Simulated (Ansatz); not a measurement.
# Formation energy and levels of the substitutional impurity Ba_Al in AlN (P6_3mc), part 2 of 2

Charge states of Ba_Al in AlN (P6_3mc), set against the band edges. Model: a cell of 72 host atoms with 1 Al taken out and 1 Ba put in.

Ansatz; place-levels on r2SCAN runs: charge-transition levels and formation energies with image-charge correction and potential alignment at the atomic sites; PAW set soft_1.

So far: The structure; The runs of each charge state.

### Step 3. place-levels, r2SCAN

A charged cell interacts with its images and the background, and its potential has another zero than the host's. place-levels removes the first by a point-charge model, screened by the static dielectric constant since the ions have relaxed around the charge, and the second by comparing potentials at atoms far from the defect.

The host is a run of the defect-free crystal in the same cutoffs, grids and k-points, so that basis and sampling errors cancel in part in the differences. The host is run in a cell of 8 atoms on a matching mesh. Its band edges are searched through the zone by a band path, so the gap is smaller than, or equal to, that on the mesh. Chemical potentials are energies per atom of Al (fcc) and Ba (bcc), run with the same functional and cutoff.

File levels.point.yaml:

```yaml
host:
  run: host.point.run
states: [qm1.point.run, q0_M1.point.run, qp1.point.run, qp1_M2.point.run]
geometry_from:
  qm1.point.run: qm1.relax.run
  q0_M1.point.run: q0_M1.relax.run
  qp1.point.run: qp1.relax.run
  qp1_M2.point.run: qp1_M2.relax.run
  host.point.run: host.relax.run
chemical_potentials:
  Al:
    energy: -540.418346
    dataset: <sha256 of the dataset>
  Ba:
    energy: -5964.59664
    dataset: "<sha256 of the dataset>"
epsilon: [4.49, 4.49, 4.72]
static_epsilon: [8.15, 8.15, 9.65]
vertical:
  - { from: qm1.point.run, to: qm1.point_neutral.run }
  - { from: qp1.point.run, to: qp1.point_neutral.run }
  - { from: qp1_M2.point.run, to: qp1_M2.point_neutral.run }
```

On the command line:

```sh
$ ansatz place-levels levels.point.yaml -- --threads 4 --pin off --max-ram 7536MiB
```

Output:

```text
[... repeated set-up lines and file paths are left out, and long positions are rounded to six places ...]
(+1/0) 0.694 eV above the valence edge, 4.184 eV under the conduction edge
(0/-1) 1.333 eV above the valence edge, 3.545 eV under the conduction edge
formation energy of charge +1: +7.394 eV with the Fermi level at the valence edge
formation energy of charge 0: +8.087 eV with the Fermi level at the valence edge
formation energy of charge -1: +9.420 eV with the Fermi level at the valence edge
vertical -1 to 0: no energy, since no alignment is typed
  the change from vertical[0].from (qm1.point.run) to vertical[0].to (qm1.point_neutral.run): by its potential at epsilon [4.49, 4.49, 4.72] it stands at 0.502 0.499 0.447, with an rms radius of about 2.3 Å (1.4 1.4 1.0 Å across the planes of the cell's [...]
vertical +1 to 0: no energy, since no alignment is typed
  the change from vertical[1].from (qp1.point.run) to vertical[1].to (qp1.point_neutral.run): by its potential at epsilon [4.49, 4.49, 4.72] it stands at 0.472 0.526 0.478, with an rms radius of about 2.5 Å (1.5 1.4 1.4 Å across the planes of the cell's [...]
vertical +1 to 0: no energy, since no alignment is typed
  the change from vertical[2].from (qp1_M2.point.run) to vertical[2].to (qp1_M2.point_neutral.run): by its potential at epsilon [4.49, 4.49, 4.72] it stands at 0.491 0.508 0.437, with an rms radius of about 2.3 Å (1.6 1.6 0.0 Å across the planes of the cell's [...]
  edges by r2scan, gap 4.878 eV; the host is sampled to repeats of 18.64 Å
  the defect's cells are sampled to repeats of 18.64 Å, like sampling
  charge +1: -38849.2146 eV with its correction of +0.622 eV, at epsilon [8.15, 8.15, 9.65], aligned at sites: +0.3589 eV, mean over 33 atomic sites at or beyond 4.66 Å from the host's site at [0.4444, 0.5556, 0.4997] by the defect at [0.4444, 0.5556, [...]
  charge 0: +0.000 eV for its dipole among its images, +0.081 omitted
  charge -1: -38833.3517 eV with its correction of -0.182 eV, at epsilon [8.15, 8.15, 9.65], aligned at sites: +0.4446 eV, mean over 33 atomic sites at or beyond 4.66 Å from the host's site at [0.4444, 0.5556, 0.4997] by the defect at [0.4444, 0.5556, [...]
  charge +1: states[2] (qp1.point.run) stands 0.302 eV higher, with a moment of 0.00 μB against 2.00
  of states[3] (qp1_M2.point.run): it parts from the run at its places by a charge that spreads by about 1.6 Å along one vector (1.4 Å or more is wide), by its potential at epsilon [4.49, 4.49, 4.72], taken for that of held ions (one typed too small widens [...]
  of states[1] (q0_M1.point.run): the far atoms show a dipole or second moment of the defect's charge, for which the correction takes or leaves out 0.081 eV: further moments aren't read, and the relaxed atoms' own pattern can pass for one, so compare a larger [...]
  of states[0] (qm1.point.run): it parts from the run at its places by a charge that spreads by about 1.4 Å along one vector (1.4 Å or more is wide), by its potential at epsilon [4.49, 4.49, 4.72], taken for that of held ions (one typed too small widens it), [...]
  of states[2] (qp1.point.run): it parts from the run at its places by a charge that spreads by about 1.5 Å along one vector (1.4 Å or more is wide), by its potential at epsilon [4.49, 4.49, 4.72], taken for that of held ions (one typed too small widens it), [...]
  of vertical[0].from (qm1.point.run): its displacements don't fall off away from the defect: farther atoms stand 0.038 Å off the host's places. [...]
  vertical[0].to (qm1.point_neutral.run): levels filled in part (TS 0.004 eV): its energy is of no whole electron's
  of vertical[0].to (qm1.point_neutral.run): its displacements don't fall off away from the defect: farther atoms stand 0.038 Å off the host's places. [...]
  of vertical[1].from (qp1.point.run): its displacements don't fall off away from the defect: farther atoms stand 0.028 Å off the host's places. [...]
  of vertical[1].to (qp1.point_neutral.run): its displacements don't fall off away from the defect: farther atoms stand 0.028 Å off the host's places. [...]
  of vertical[2].from (qp1_M2.point.run): its displacements don't fall off away from the defect: farther atoms stand 0.035 Å off the host's places. [...]
  of vertical[2].to (qp1_M2.point_neutral.run): its displacements don't fall off away from the defect: farther atoms stand 0.035 Å off the host's places. [...]
```

Elapsed: 0.51 s, on 4 threads of Arm Neoverse V1, shared host.

Levels between the charges placed, in eV above the valence top:

```csv
,gap (eV),(+1/0),(0/−1)
r2SCAN,4.88,0.69,1.33
```

Corrections by state:

```csv
charge,moment (μB),image terms and alignment (eV),band filling (eV),ε used,"over the lowest of its charge, as the program ranks them, band filling apart (eV)"
+1,2.0,0.622,-,"principal values (8.15, 8.15, 9.65)",0.000
0,1.0,0.000,-,-,0.000
−1,0.0,-0.182,-,"principal values (8.15, 8.15, 9.65)",0.000
+1,0.0,0.608,-,"principal values (8.15, 8.15, 9.65)",0.302
```

The charged structures listed were also run neutral, and place-levels reads from each pair, by the potential or the spins, how wide the charge is by which they differ; that can be the carrier of either run.

```csv
charge,rms radius (Å),spread where it is widest against the cell (Å),wide from (Å),reading
+1,2.3,1.61,1.40,wide
−1,2.3,1.45,1.40,wide
```

The neutral runs of these pairs need not share the spin of the lowest neutral state, and very wide values only mean spread over the cell.

From the program's caveats on the states, each cut to its opening words:

- charge +1 (2 μB): it parts from the run at its places by a charge that spreads by about 1.6 Å along one vector (1.4 Å or more is wide), by its potential at epsilon [4.49, 4.49, [...]
- charge +1 (2 μB): its alignment with the host at atomic sites is doubtful: the mean over the far sites moves by -0.0943 eV from their farther parts to their nearer, more than [...]
- charge +1 (2 μB): its displacements don't fall off away from the defect: farther atoms stand 0.035 Å off the host's places
- charge +1 (2 μB), 0 (1 μB): flagged: stability check not made
- charge 0 (1 μB): the far atoms show a dipole or second moment of the defect's charge, for which the correction takes or leaves out 0.081 eV: further moments aren't read, and [...]
- charge 0 (1 μB), −1: its displacements don't fall off away from the defect: farther atoms stand 0.038 Å off the host's places
- charge −1: it parts from the run at its places by a charge that spreads by about 1.4 Å along one vector (1.4 Å or more is wide), by its potential at epsilon [4.49, 4.49, [...]
- charge −1: the far atoms show a dipole or second moment of the defect's charge, for which the correction takes or leaves out 0.106 eV: further moments aren't read, and [...]
- charge +1: it parts from the run at its places by a charge that spreads by about 1.5 Å along one vector (1.4 Å or more is wide), by its potential at epsilon [4.49, 4.49, [...]
- charge +1: its alignment with the host at atomic sites is doubtful: the mean over the far sites moves by -0.0606 eV from their farther parts to their nearer, more than [...]
- charge +1: its displacements don't fall off away from the defect: farther atoms stand 0.028 Å off the host's places

The host's formation energy from the elements is -1.627 eV per atom; it sets how far the chemical potentials can move.

Limit set by the element alone; other compounds of these elements are not counted. Chemical potentials from the elements' reference states: Al 0.00 eV, N -3.25 eV, Ba 0.00 eV. Formation energies (Al-rich), with the Fermi level at the valence top and at the conduction bottom (gap 4.88 eV):

```csv
charge,at valence top (eV),at conduction bottom (eV),correction included (eV)
+1,7.39,12.27,0.62
0,8.09,8.09,0.00
−1,9.42,4.54,-0.18
```

Fermi level (eV), lowest formation energy (eV) and a bar from the least value:
```
     0.00       7.39 ########################
     0.44       7.84 ############################
     0.89       8.09 ##############################
     1.33       8.09 ##############################
     1.77       7.65 ##########################
     2.22       7.20 #######################
     2.66       6.76 ###################
     3.11       6.31 ###############
     3.55       5.87 ###########
     3.99       5.43 #######
     4.43       4.99 ####
     4.88       4.54
```

Limit set by the element alone; other compounds of these elements are not counted. Chemical potentials from the elements' reference states: N 0.00 eV, Al -3.25 eV, Ba 0.00 eV. Formation energy by charge state (N-rich; gap 4.88 eV):

```csv
charge,at valence top (eV),at conduction bottom (eV),correction included (eV)
+1,4.14,9.02,0.62
0,4.83,4.83,0.00
−1,6.17,1.29,-0.18
```

Fermi level (eV), lowest formation energy (eV) and a bar from the least value:
```
     0.00       4.14 ########################
     0.44       4.58 ############################
     0.89       4.83 ##############################
     1.33       4.83 ##############################
     1.77       4.39 ##########################
     2.22       3.95 #######################
     2.66       3.50 ###################
     3.11       3.06 ###############
     3.55       2.62 ###########
     3.99       2.17 #######
     4.43       1.73 ####
     4.88       1.29
```

### Step 4. Effect of the sampling

The relaxations' own energies give the levels at their sampling, for comparison.

File levels.relax_mesh.yaml:

```yaml
host:
  run: host.relax.run
states: [qm1.relax.run, q0_M1.relax.run, qp1.relax.run, qp1_M2.relax.run]
chemical_potentials:
  Al:
    energy: -540.418346
    dataset: <sha256 of the dataset>
  Ba:
    energy: -5964.59664
    dataset: "<sha256 of the dataset>"
```

On the command line:

```sh
$ ansatz place-levels levels.relax_mesh.yaml -- --threads 4 --pin off --max-ram 7536MiB
```

Output:

```text
(+1/0) 0.740 eV above the valence edge, 4.146 eV under the conduction edge
(0/-1) 1.401 eV above the valence edge, 3.485 eV under the conduction edge
formation energy of charge +1: +7.458 eV with the Fermi level at the valence edge
formation energy of charge 0: +8.198 eV with the Fermi level at the valence edge
formation energy of charge -1: +9.599 eV with the Fermi level at the valence edge
  edges by r2scan, gap 4.886 eV; the host is sampled to repeats of 13.64 Å
[... the lines on each state left out ...]
```

Elapsed: 0.16 s, on 4 threads.

Levels between neighbouring charges, in eV above the valence top:

```csv
,gap (eV),(+1/0),(0/−1)
"one point at (¼, ¼, ¼)",4.89,0.74,1.40
a 2×2×2 shifted mesh,4.88,0.69,1.33
```

Going from one point at (¼, ¼, ¼) to a 2×2×2 shifted mesh moves the levels that carry no band-filling term by up to 0.07 eV and formation energies against the elements by up to 0.18 eV.

### Step 5. Results

| Item | Value |
| --- | --- |
| gap of the host | 4.88 eV (r2SCAN) |
| level (plus 1/0) | 0.69 eV above the valence top |
| level (0/minus 1) | 1.33 eV above the valence top |
| lowest of the charges placed, just above the valence top (0.02 eV) | +1 |
| lowest of the charges placed, just below the conduction bottom (0.02 eV) | −1 |
| lowest formation energy at mid-gap of the charges run, Al-rich | 6.98 eV |
| lowest formation energy at mid-gap of the charges run, N-rich | 3.73 eV |

In words: Of the charges placed (−1, 0 and +1), the lowest changes at 0.69 eV (+1/0) and 1.33 eV (0/−1) above the valence top, in a gap of 4.88 eV. Charges above +1 and below −1 were not placed, so these runs say nothing of levels that involve them. States placed: +1 at 2 μB and 0 μB; 0 at 1 μB; −1 at 0 μB. Other spin states or structures, where not listed, weren't placed. Ba is taken at its element; compounds, which aren't counted here, bound the chemical potentials and would shift these formation energies. Going from one point at (¼, ¼, ¼) to a 2×2×2 shifted mesh moves the levels that carry no band-filling term by up to 0.07 eV and formation energies against the elements by up to 0.18 eV. The program doubts the alignment of potentials for at least one state, a sign that the cell is small. Keep in mind: r2SCAN makes the gap too small and tends to spread out bound carriers; where a gas molecule sets a chemical potential or the host's formation energy, its binding is uncorrected; spin–orbit coupling, which can matter with heavy atoms, is left out; force components of up to 0.35 eV/Å remain in a run at the final settings.

[Logs are printed without paths, hosts, clocks, repeated set-up lines and the standing remarks that a program may print on its own settings, such as how far it seeks lower states.]

[Hosts, paths, dates, database ids (printed as entryN), source tags and the programs' standing remarks are cut or masked in the printed files.]

[Where a table of states has a column of steps, it counts the stored structures, which are thinned; the runs took as many ionic steps or more.]

[A defect's name tells the site on which it was built; relaxed atoms can leave that site.]

[For some hosts the program warned that the k-mesh of the response run may be too coarse for force constants and the static dielectric constant; such warnings are not shown here.]
